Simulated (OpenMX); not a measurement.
SiC (Moissanite):

```
Si C
1.0
     3.07600    0.00000    0.00000
    -1.53800    2.66389    0.00000
     0.00000    0.00000    5.04800
Si C
2 2
Direct
  0.66667 0.33333 0.50000
  0.33333 0.66667 0.00000
  0.66667 0.33333 0.88500
  0.33333 0.66667 0.38500
```

Base run:

```yaml
Program: OpenMX 3.8.5
Functional: PBE
Dispersion: D3
Potentials_or_basis: OpenMX 2013 PBE set, Si7.0-s2p2d1, C6.0-s2p2d1, grid cutoff 300 Ry
k_mesh: 7 × 7 × 5
Occupations: fermi-dirac, width 0.05 eV
Spin: no spin polarisation
```

Its results: band gap on the k mesh 2.83 eV, indirect (least direct gap 4.28 eV); pressure 3.3 GPa; largest force 0.803 eV/Å.

The run is repeated on the same cell with these changes: dispersion from D3 to D3(BJ). What comes out?

Band gap on the k mesh 2.83 eV, indirect (least direct gap 4.28 eV); pressure 0.7 GPa; largest force 0.808 eV/Å.

Caveats: an odd mesh through Γ misses points on the zone boundary, where band edges often lie; the basis of atomic orbitals isn't converged, which shifts pressures, moduli and gaps.
